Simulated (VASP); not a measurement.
Wanted: the native input for a VASP 6.6.1 run.

- Task: single point
- Functional: LDA
- Potentials or basis: VASP PAW LDA potentials, release 64 (K_sv)
- Cutoff: 520 eV
- k mesh: 2 × 2 × 4
- Occupations: gaussian, width 0.1 eV
- Spin: no spin polarisation
- Dipole correction: no
- Further INCAR settings: ALGO = Normal; EDIFF = 1e-07; NBANDS = 10

The structure of K lies in POSCAR:

```
K
1.0
   10.0796055900      0.0000000000      0.0000000000
    0.0000000000     10.0796055900      0.0000000000
    0.0000000000      0.0000000000      4.3245983300
K
1
Direct
    0.0000000000      0.0000000000      0.0000000000
```

This isn't the form of K at room conditions, which is bcc.

One way to write it, as run:

INCAR

```
SYSTEM = K
ALGO = Normal
EDIFF = 1E-7
ENCUT = 520
GGA = CA
ISIF = 2
ISMEAR = 0
LASPH = .True.
LCHARG = .False.
LREAL = .False.
LWAVE = .False.
NBANDS = 10
NELM = 60
PREC = Accurate
SIGMA = 0.1
```

KPOINTS

```
k-points
0
Gamma
  2 2 4
  0 0 0
```

Potentials or basis: VASP PAW LDA potentials, release 64 (K_sv).

Launch:

```bash
$ cat potpaw_LDA.64/K_sv/POTCAR > POTCAR
$ mpirun -np 1 vasp_std > vasp.out
```

Results of the run:

The pressure is 0.0 GPa. The band gap on the k mesh is none (metal or under the smearing width).

Caveat: the k mesh is coarse (spacing up to 0.36 Å⁻¹), so the values aren't converged.

Wall time 80 s on 1 thread of Intel(R) Xeon(R) Platinum 8175M CPU @ 2.50GHz (Skylake/Cascade Lake), on a shared host, peak memory 0.34 GiB.
